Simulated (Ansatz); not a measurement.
Input file of a DFT run on HgTe with Ansatz:

```yaml
crystal:
  lattice:
    - [0.0, 3.3242171039, 3.3242171039]
    - [3.3242171039, 0.0, 3.3242171039]
    - [3.3242171039, 3.3242171039, 0.0]
  atoms:
    - { symbol: Hg, position: [0.0, 0.0, 0.0] }
    - { symbol: Te, position: [0.25, 0.25, 0.25] }
basis:
  ecutwfc: 420
  ecutrho_ratio: 4
kpoints:
  mp_grid: { grid: [10, 10, 10] }
hamiltonian:
  xc: pbe
scf:
  occupations: { method: gaussian, width: 0.05 }
output:
  forces: true
  stress: true
  eigenvalues: true
```

Launched as:
```sh
ansatz run input.yaml --threads 4 --pin off --max-ram 7168MiB --backend cpu --events-out ev --progress --plain --runs-dir out
```

The start was a prototype's sites filled with these elements; the Crystallography Open Database holds the compound in this structure.

Question: Before reading the output: what should come out?

Answer: Pressure 0.0 GPa, gap on the mesh zero (metallic) (PBE, scalar-relativistic).

What the program printed, in part:

```
Pseudopotentials: kind: paw
Pseudopotential: Hg, paw, valence charge 20, recommended cutoff 420 eV (normal), Hg.paw.azcp
Pseudopotential: Te, paw, valence charge 16, recommended cutoff 420 eV (normal), Te.paw.azcp
Crystal: 2 atoms, lattice volume = 73.468 Å³
Basis set: ecut = 420 eV, 1459 PW (Γ), exchange–correlation on 64×64×64 points (8 copies of the dense FFT grid, shifted against one another)
Bands: 22, of which v1, the nominal top of the filled ones, is band 18 counted from 1 (17 counted from 0)
Symmetry: 24 space group operations
Space group: F-43m (ITA 216), of the structure as read, at distance tolerance 4.2e-5 Å
k-points: 47 of 1000 (time reversal used)
Initial density: superposition of atomic densities (neutral atoms: chi_scale 0, normalization atom), corrected by the library's trained network
Initial wavefunctions: pseudopotential atomic-orbital guess
Functional: x = pbe(κ = 0.804, μ = 0.21951), c = pbe(β = 0.06672)
```

SCF trace (energy estimate counted from the last row):
```
iteration  ΔE (eV)  density residual (eV)
        1  2.3e-04                2.47e-3
        2  2.2e-04                2.69e-4
        3  1.1e-04                3.01e-5
        4  2.5e-05                4.74e-6
        5  1.0e-06                1.55e-7
        6    0.000                4.69e-9
```

```
SCF 1 converged in 6 iterations: F = -20793.749258 eV  dr2 = 4.69e-9
SCF converged after 6 iterations
Free energy (F): -20793.749258 eV
E sigma→0 (E₀):  -20793.749218 eV
Entropy (-TS):   -0.000080 eV (-0.040 meV/atom)
Fermi energy:    7.447156 eV
--- Forces (eV/Å), atoms counted from 1 ---
  atom   1  Hg     0.00000000     0.00000000     0.00000000
  atom   2  Te     0.00000000     0.00000000     0.00000000
--- Stress (GPa, compression-positive) ---
        0.036299       0.000000       0.000000
        0.000000       0.036299       0.000000
        0.000000       0.000000       0.036299
  P = ⅓ Tr σ = 0.0363 GPa (0.363 kbar)
```

Run time: 1.3 s on 4 threads of AMD EPYC 7R43 64-Core Processor (Zen 3), with other jobs on the host, peak memory 0.48 GiB.

Absolute energies hang on the potentials; compare differences alone.

For elements this heavy, spin–orbit coupling would shift levels and gaps; it isn't included here.
